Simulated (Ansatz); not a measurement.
Crystal: Ni.

```xyz
1
Lattice="0.0000 1.7376 1.7376 1.7376 0.0000 1.7376 1.7376 1.7376 0.0000" Properties=species:S:1:pos:R:3 pbc="T T T"
Ni    0.0000    0.0000    0.0000
```

- Program: Ansatz 0.2.0
- Task: relaxation of cell and atoms
- Functional: PBE
- Potentials or basis: all-electron LAPW, scalar-relativistic
- Basis error allowed: 0.001 eV/atom
- k mesh: 13 × 13 × 13
- Occupations: fermi-dirac, width 0.05 eV
- Spin: collinear spin, ferromagnetic start
- Starting moments: [1.0] μB

At the start: volume 10.49 Å³/atom.

Q: How do energy, volume and symmetry change on relaxing?

A: Over 5 steps the energy falls by 9.5 meV/atom and the volume is 10.89 Å³/atom (+3.7 %); space group Fm-3m (No. 225, to 0.05 Å); moment 0.63 μB per cell.

The path:
```tsv
step	energy change (eV)	largest force (eV/Å)	volume (Å³)
1	0.0000	0.0000	10.49
2	-0.0069	0.0000	10.68
3	-0.0095	0.0000	10.87
4	-0.0095	0.0000	10.89
5	-0.0095	0.0000	10.89
```

Final structure:
```yaml
crystal:
  lattice:
    - [0.00000, 1.75901, 1.75901]
    - [1.75901, 0.00000, 1.75901]
    - [1.75901, 1.75901, 0.00000]
  atoms:
    - { symbol: Ni, position: [0.00000, 0.00000, 0.00000] }
```
